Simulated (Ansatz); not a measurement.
**Fitting the PBEsol energy curve of AuAl2**

It takes space group Fm-3m (No. 225, cubic). Conventional cell: a = 6.000 Å, b = 6.000 Å, c = 6.000 Å, α = 90.00°, β = 90.00°, γ = 90.00°. Au (site symmetry m-3m) has 8 Al at 2.60 Å as nearest neighbours. Al (site symmetry -43m) is surrounded by 4 Au at 2.60 Å.

The cell was scaled at fixed shape and fractions and run with Ansatz, all-electron LAPW, scalar-relativistic; PBEsol, k mesh 8 × 8 × 8 on the cell of 3 atoms, fermi-dirac occupations of 0.05 eV, no spin polarisation, no spin-orbit coupling. Energies are those that the program minimises, any entropy of the smearing included. For a metal such a mesh isn't converged to the digits shown.

```tsv
V (Å³/atom)	energy over the lowest row (meV/atom)
16.9200	26.34
17.2800	11.30
17.6400	2.76
18.0000	0.00
18.3600	2.39
18.7200	?
19.0800	20.36
```

Question: Fit the third-order Birch-Murnaghan form, give V0, B0 and B′, and predict the energy left open.

Answer: With y = (V0/V)^(2/3), E = E0 + (9 V0 B0/16) [(y - 1)³ B′ + (y - 1)² (6 - 4y)]. Least squares through the rows shown give V0 = 18.0060 Å³/atom, E0 = 0.00 meV, B0 = 114.1 GPa (1 eV/Å³ = 160.218 GPa) and B′ = 4.87, with a largest miss of 0.01 meV. At V = 18.7200 the form with these constants gives 9.34 meV; the run gave 9.35 meV an atom.
